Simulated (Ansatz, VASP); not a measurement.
Given: the input of a run of VASP 6.6.1 on Sb.

File INCAR:

```
SYSTEM = Sb
PREC     = Accurate       ! precision mode
ENCUT    = 520            ! plane-wave cutoff, eV
EDIFF    = 1E-7           ! SCF threshold, eV
ISMEAR   = -1             ! smearing method
SIGMA    = 0.05           ! smearing width, eV
LREAL    = .FALSE.        ! projectors in reciprocal space
LASPH    = .TRUE.         ! aspherical terms in the spheres
NELM     = 80             ! most SCF steps
ALGO     = Normal         ! electronic algorithm
ISIF     = 2              ! what is computed and relaxed
LWAVE    = .FALSE.        ! write WAVECAR
LCHARG   = .FALSE.        ! write CHGCAR
GGA      = PS             ! functional
NBANDS   = 8              ! bands
```

File KPOINTS:

```
Automatic mesh
0
G
  8 8 8
  0 0 0
```

File POSCAR:

```
Sb
1.0
    3.1809277622      0.0000000000      0.0000000000
    0.0000000000      3.1809277622      0.0000000000
    0.0000000000      0.0000000000      3.1809277622
Sb
1
Direct
    0.0000000000      0.0000000000      0.0000000000
```

Potentials or basis: VASP PAW PBE potentials, release 64 (Sb).

The run is started by

```sh
$ cat potpaw_PBE.64/Sb/POTCAR > POTCAR
$ mpirun -np 1 vasp_std > vasp.out
```

Task: Translate it to Ansatz 0.2.0. Potentials there: Ansatz PAW.

Result: As run (the cutoff follows the program's own potentials):

File input.yaml:

```yaml
crystal:
  lattice:
    - [3.1809277622, 0.0, 0.0]
    - [0.0, 3.1809277622, 0.0]
    - [0.0, 0.0, 3.1809277622]
  atoms:
    - { symbol: Sb, position: [0.0, 0.0, 0.0] }
hamiltonian:
  xc: pbesol
  pseudopotentials: { kind: paw }
kpoints:
  mp_grid: { grid: [8, 8, 8] }
scf:
  occupations: { method: fermi_dirac, width: 0.05 }
output:
  forces: true
  stress: true
  eigenvalues: true
```

Potentials or basis: Ansatz PAW.

Launch:

```sh
$ ansatz run input.yaml --threads 1 --pin off --max-ram 3584MiB --backend cpu --events-out ev --progress --plain --runs-dir out
```

Both were run:

|  | VASP | Ansatz | Ansatz less VASP |
| --- | --- | --- | --- |
| gap on the k mesh at the Fermi level (eV) | none | none | - |
| pressure (GPa) | -5.4 | -5.5 | -0.03 |

A gap of «none» marks a metal or a gap that the smearing closes. The two sets of potentials don't hold the same shells in valence.

Caveats: the PAW data sets were made with another functional, which shifts forces and pressure a little (VASP); the PAW data sets come from PBE, with cores solved anew for the run's functional, which leaves a small shift of forces and pressure (Ansatz). The runs have no spin-orbit coupling, so splittings on Sb are missing.
